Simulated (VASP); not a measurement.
# WC in VASP: work function with PBE

Aim: the work function of WC with PBE.

Everything below comes from runs of VASP 6.6.1. Logs are shortened: lines on timing, memory, paths and dates and some standing lists are left out, and cuts for length are marked.

## (1) The cell of the first run

The cell holds a slab with vacuum, 8 atoms: a = 2.901 Å, b = 2.901 Å, c = 24.901 Å, α = 90.00°, β = 90.00°, γ = 120.00°.

## (2) Work function, PBE (the (0 0 1) slab of WC, cut from the database cell, not relaxed)

File INCAR:

```
ALGO     = Fast           # electronic algorithm
DIPOL    = 0.5 0.5 0.500
EDIFF    = 1E-7           # SCF threshold, eV
ENCUT    = 520            # plane-wave cutoff, eV
GGA      = PE             # functional
IDIPOL   = 3            
ISIF     = 2              # what is computed and relaxed
ISMEAR   = 0              # smearing method
LASPH    = T              # aspherical terms in the spheres
LCHARG   = T              # write CHGCAR
LDIPOL   = T            
LELF     = T              # ELF
LREAL    = F              # projectors in reciprocal space
LVACPOTAV= T            
LVHAR    = T            
LWAVE    = F              # write WAVECAR
NELM     = 100            # most SCF steps
PREC     = Accurate       # precision mode
SIGMA    = 0.05           # smearing width, eV
```

File KPOINTS:

```
k-points
0
Gamma
  11 11 1
```

File POSCAR:

```
WC
1.0
    2.9005014360      0.0000000000      0.0000000000
   -1.4502507180      2.5119079273      0.0000000000
    0.0000000000      0.0000000000     24.9015000000
C W
4 4
Direct
    0.6666666667      0.3333333334      0.3011866755
    0.6666666667      0.3333333334      0.4147942895
    0.6666666667      0.3333333334      0.5284019035
    0.6666666667      0.3333333334      0.6420095175
    0.0000000000      0.0000000000      0.3579904825
    0.0000000000      0.0000000000      0.4715980965
    0.0000000000      0.0000000000      0.5852057105
    0.0000000000      0.0000000000      0.6988133245
```

Potentials or basis: VASP PAW PBE potentials, release 64 (C, W_sv).

Launch:

```console
$ cat potpaw_PBE.64/C/POTCAR potpaw_PBE.64/W_sv/POTCAR > POTCAR
$ mpirun -np 1 vasp_std > vasp.out
```

OUTCAR:

```text
EDIFF = 1E-7
   ENCUT = 520
   GGA = PE
   ISIF = 2
   ISMEAR = 0
   LASPH = T
   LREAL = F
   NELM = 100
   PREC = Accurate

 ion  position               nearest neighbor table
   1  0.667  0.333  0.301-   5 2.19   5 2.19   5 2.19
   2  0.667  0.333  0.415-   5 2.19   6 2.19   5 2.19   6 2.19   5 2.19   6 2.19
   3  0.667  0.333  0.528-   6 2.19   7 2.19   6 2.19   6 2.19   7 2.19   7 2.19
   4  0.667  0.333  0.642-   7 2.19   8 2.19   7 2.19   8 2.19   7 2.19   8 2.19
   5  0.000  0.000  0.358-   1 2.19   2 2.19   1 2.19   2 2.19   1 2.19   2 2.19   6 2.83
   6  0.000  0.000  0.472-   3 2.19   2 2.19   3 2.19   3 2.19   2 2.19   2 2.19   7 2.83   5 2.83

   7  0.000  0.000  0.585-   3 2.19   4 2.19   3 2.19   4 2.19   3 2.19   4 2.19   6 2.83   8 2.83

   8  0.000  0.000  0.699-   4 2.19   4 2.19   4 2.19   7 2.83

  LATTYP: Found a hexagonal cell.
 ALAT       =     2.9005014360
 C/A-ratio  =     8.5852396730

  Lattice vectors:

 A1 = (   2.9005014360,   0.0000000000,   0.0000000000)
 A2 = (  -1.4502507180,   2.5119079273,   0.0000000000)
 A3 = (   0.0000000000,   0.0000000000,  24.9015000000)

Analysis of symmetry for initial positions (statically):
=====================================================================
 Subroutine PRICEL returns:
 Original cell was already a primitive cell.

 Routine SETGRP: Setting up the symmetry group for a
 hexagonal supercell.

 Subroutine GETGRP returns: Found  6 space group operations
 (whereof  6 operations were pure point group operations)
 out of a pool of 24 trial point group operations.

The static configuration has the point symmetry C_3v.

Analysis of symmetry for dynamics (positions and initial velocities):
=====================================================================
 Subroutine PRICEL returns:
 Original cell was already a primitive cell.

 Routine SETGRP: Setting up the symmetry group for a
 hexagonal supercell.

 Subroutine GETGRP returns: Found  6 space group operations
 (whereof  6 operations were pure point group operations)
 out of a pool of 24 trial point group operations.

The dynamic configuration has the point symmetry C_3v.

 Subroutine INISYM returns: Found  6 space group operations
 (whereof  6 operations are pure point group operations),
 and found     1 'primitive' translations

----------------------------------------------------------------------------------------

                                     Primitive cell

  volume of cell :     181.4272

  direct lattice vectors                    reciprocal lattice vectors
     2.900501436  0.000000000  0.000000000     0.344767973  0.199051882  0.000000000
    -1.450250718  2.511907927  0.000000000     0.000000000  0.398103764  0.000000000
     0.000000000  0.000000000 24.901500000     0.000000000  0.000000000  0.040158223

  length of vectors
     2.900501436  2.900501436 24.901500000     0.398103764  0.398103764  0.040158223

  position of ions in fractional coordinates (direct lattice)
     0.666666667  0.333333333  0.301186675
     0.666666667  0.333333333  0.414794290
     0.666666667  0.333333333  0.528401903
     0.666666667  0.333333333  0.642009518
     0.000000000  0.000000000  0.357990482
     0.000000000  0.000000000  0.471598097
     0.000000000  0.000000000  0.585205710
     0.000000000  0.000000000  0.698813325

  ion indices of the primitive-cell ions
   primitive index   ion index
                 1           1
                 2           2
                 3           3
                 4           4
                 5           5
                 6           6
                 7           7
                 8           8

----------------------------------------------------------------------------------------

 KPOINTS: k-points

Automatic generation of k-mesh.
 Grid dimensions read from file:
 generate k-points for:   11   11    1

 Generating k-lattice:

  Cartesian coordinates                     Fractional coordinates (reciprocal lattice)
     0.031342543  0.018095626  0.000000000     0.090909091 -0.000000000  0.000000000
     0.000000000  0.036191251  0.000000000     0.000000000  0.090909091  0.000000000
     0.000000000  0.000000000  0.040158223     0.000000000  0.000000000  1.000000000

  Length of vectors
     0.036191251  0.036191251  0.040158223

  Shift w.r.t. Gamma in fractional coordinates (k-lattice)
     0.000000000  0.000000000  0.000000000

 Subroutine IBZKPT returns following result:
 ===========================================

 Found     16 irreducible k-points:

 Following reciprocal coordinates:
            Coordinates               Weight
  0.000000  0.000000  0.000000      1.000000
  0.090909  0.000000  0.000000      6.000000
  0.181818  0.000000  0.000000      6.000000
  0.272727  0.000000  0.000000      6.000000
  0.363636  0.000000  0.000000      6.000000
  0.454545  0.000000  0.000000      6.000000
[... 8 lines left out ...]
  0.272727  0.272727  0.000000      6.000000
  0.363636  0.272727  0.000000      6.000000
   k-points           NKPTS =     16   k-points in BZ     NKDIM =     16   number of bands    NBANDS=     43
   number of dos      NEDOS =    301   number of ions     NIONS =      8
   total plane-waves  NPLWV = 110592
   dimension x,y,z NGX =    24 NGY =   24 NGZ =  192
   dimension x,y,z NGXF=    48 NGYF=   48 NGZF=  384
   ions per type =               4   4
   NGX,Y,Z   is equivalent  to a cutoff of  13.76, 13.76, 12.82 a.u.
   NGXF,Y,Z  is equivalent  to a cutoff of  27.51, 27.51, 25.64 a.u.
 SYSTEM =  unknown system
   PREC   = accura    normal or accurate (medium, high low for compatibility)
   ISTART =      0    job   : 0-new  1-cont  2-samecut
   ICHARG =      2    charge: 1-file 2-atom 10-const
   ISPIN  =      1    spin polarized calculation?
   LNONCOLLINEAR =      F non collinear calculations
   LSORBIT =      F    spin-orbit coupling
   LASPH  =      T    aspherical Exc in radial PAW
   ENCUT  =  520.0 eV  38.22 Ry    6.18 a.u.   5.39  5.39 46.30*2*pi/ulx,y,z
   NELM   =    100;   NELMIN=  2; NELMDL= -5     # of ELM steps
   EDIFF  = 0.1E-06   stopping-criterion for ELM
   LREAL  =      F    real-space projection
   EDIFFG = 0.1E-05   stopping-criterion for IOM
   NSW    =      0    number of steps for IOM
   IBRION =     -1    ionic relax: 0-MD 1-quasi-New 2-CG
   NFREE  =      0    steps in history (QN), initial steepest desc. (CG)
   ISIF   =      2    stress and relaxation
   ISYM   =      2    0-nonsym 1-usesym 2-fastsym
   POTIM  = 0.5000    time-step for ionic-motion
   TEBEG  =    0.0;   TEEND  =   0.0 temperature during run
   PSTRESS=    0.0 pullay stress
   NELECT =      72.0000    total number of electrons
   NUPDOWN=      -1.0000    fix difference up-down
   EMIN   =  10.00;   EMAX   =-10.00  energy-range for DOS
   EFERMI =   0.00;   METHOD = LEGACY
   ISMEAR =     0;   SIGMA  =   0.05  broadening in eV -4-tet -1-fermi 0-gaus
   EFERMI_NEDOS =   21; number of points for ismear=-14 and -15
   IALGO  =     68    algorithm
   IMIX   =      4    mixing-type and parameters
     AMIX     =   0.40;   BMIX     =  1.00
     AMIX_MAG =   1.60;   BMIX_MAG =  1.00
  volume/ion in A,a.u.               =      22.68       153.04
  Fermi-wavevector in a.u.,A,eV,Ry     =   1.203053  2.273441 19.692221  1.447337
  Thomas-Fermi vector in A             =   2.338818
   LORBIT       =      0    0 simple, 1 ext, 2 COOP (PROOUT), +10 PAW based schemes
   GGA     = PE    functional components
   LHFCALC =     F    Hartree Fock is set to
   AEXX    =    0.0000 exact exchange contribution
   IVDW    =     0    specifies the selected vdW correction
   LEPSILON=     F    determine dielectric tensor
   LRPA    =     F    only Hartree local field effects (RPA)
 non-spin polarized calculation
 RMM-DIIS sequential band-by-band and
 Gauss-broadening in eV      SIGMA  =   0.05
  energy-cutoff  :      520.00
  volume of cell :      181.43
 maximum number of plane-waves:      4965
 NGX is ok and might be reduce to    24
   NGX = 11   NGY = 11   NGZ = 93

 dipolmoment           0.000000      0.000000      0.315486 electrons x Angstroem

 number of electron      71.9999997 magnetization

 dipolmoment           0.000000      0.000000     -0.051821 electrons x Angstroem

 Free energy of the ion-electron system (eV)
  ---------------------------------------------------
  ext. energy  EPLUGINS =         0.00000000
  ---------------------------------------------------
  free energy    TOTEN  =       -84.52295015 eV

  energy without entropy =      -84.52061799  energy(sigma->0) =      -84.52178407

 E-fermi :   2.1300     XC(G=0):  -7.1769

 val. band max:        2.0963606821   @ k =   0.3636   0.2727   0.0000
 cond. band min:       2.1468187869   @ k =   0.4545   0.0000   0.0000
 fundamental gap:      0.0504581048
 Fermi energy:         2.1299834248

 k-point     1 :       0.0000    0.0000    0.0000
  band No.  band energies     occupation
      1     -72.0756      2.00000
      2     -72.0120      2.00000
      3     -71.8319      2.00000
      4     -71.6454      2.00000
      5     -36.6998      2.00000
      6     -36.3868      2.00000
[... 35 lines left out ...]
     42       3.7660      0.00000
     43       5.1056      0.00000

 k-point     2 :       0.0909    0.0000    0.0000
  band No.  band energies     occupation
      1     -72.0709      2.00000
      2     -72.0076      2.00000
      3     -71.8272      2.00000
      4     -71.6406      2.00000
      5     -36.6874      2.00000
      6     -36.3761      2.00000
[... 35 lines left out ...]
     42       4.7692      0.00000
     43       4.8148      0.00000

 k-point     3 :       0.1818    0.0000    0.0000
  band No.  band energies     occupation
      1     -72.0582      2.00000
      2     -71.9956      2.00000
      3     -71.8146      2.00000
      4     -71.6279      2.00000
      5     -36.6541      2.00000
      6     -36.3478      2.00000
[... 551 lines left out ...]
      6     -36.5315      2.00000
[... 35 lines left out ...]
     42       6.1231      0.00000
     43       6.6228      0.00000

 k-point    16 :       0.3636    0.2727    0.0000
  band No.  band energies     occupation
      1     -72.0093      2.00000
      2     -71.9493      2.00000
      3     -71.7656      2.00000
      4     -71.5788      2.00000
      5     -36.5855      2.00000
      6     -36.5230      2.00000
[... 35 lines left out ...]
     42       5.7942      0.00000
     43       6.1785      0.00000

------------------------ aborting loop because EDIFF is reached ----------------------------------------

  FORCE on cell =-STRESS in cart. coord.  units (eV):
  Direction    XX          YY          ZZ          XY          YZ          ZX
  --------------------------------------------------------------------------------------
  -------------------------------------------------------------------------------------
  Total        1.1994165      1.1994165     -2.8074080      0.0000000     -0.0000000      0.0000000
  in kB       10.5920081     10.5920081    -24.7921277      0.0000000     -0.0000000      0.0000000
  external PRESSURE =      -1.2027038 kB  Pullay stress =       0.0000000 kB

 VOLUME and BASIS-vectors are now :
 -----------------------------------------------------------------------------
  energy-cutoff  :      520.00
  volume of cell :      181.43
      direct lattice vectors                 reciprocal lattice vectors
     2.900501436  0.000000000  0.000000000     0.344767973  0.199051882  0.000000000
    -1.450250718  2.511907927  0.000000000     0.000000000  0.398103764  0.000000000
     0.000000000  0.000000000 24.901500000     0.000000000  0.000000000  0.040158223

 POSITION                                       TOTAL-FORCE (eV/Angst)
 -----------------------------------------------------------------------------------
      1.45025      0.83730      7.50000        -0.000000     -0.000000      4.606111
      1.45025      0.83730     10.32900         0.000000     -0.000000      0.987467
      1.45025      0.83730     13.15800        -0.000000      0.000000      0.247344
      1.45025      0.83730     15.98700         0.000000      0.000000      0.874039
      0.00000      0.00000      8.91450         0.000000     -0.000000     -5.942429
      0.00000      0.00000     11.74350         0.000000      0.000000     -0.378483
      0.00000      0.00000     14.57250         0.000000      0.000000      0.158544
      0.00000      0.00000     17.40150        -0.000000      0.000000     -0.552593
 -----------------------------------------------------------------------------------
    total drift:                               -0.000000     -0.000000     -0.000430

  FREE ENERGIE OF THE ION-ELECTRON SYSTEM (eV)
  ---------------------------------------------------
  free  energy   TOTEN  =       -84.5229501476 eV

  energy  without entropy=      -84.5206179902  energy(sigma->0) =      -84.52178407

 vacuum level on the upper side and lower side of the slab         7.042         8.329
```

Run time: 18 min. Hardware: 1 thread of AMD EPYC, shared host; peak memory 0.35 GiB.

What came out:

```
Free energy                     : -84.5230 eV
Largest force                   : 5.942 eV/Å
Band gap on the k mesh          : none (metal or under the smearing width)
Work function of the upper face : 4.91 eV
Work function of the lower face : 6.20 eV
```

Forces in eV/Å, atoms in the order of the input:
```
C    0.000  0.000  4.606
C    0.000  0.000  0.987
C    0.000  0.000  0.247
C    0.000  0.000  0.874
W    0.000  0.000 -5.942
W    0.000  0.000 -0.378
W    0.000  0.000  0.159
W    0.000  0.000 -0.553
```
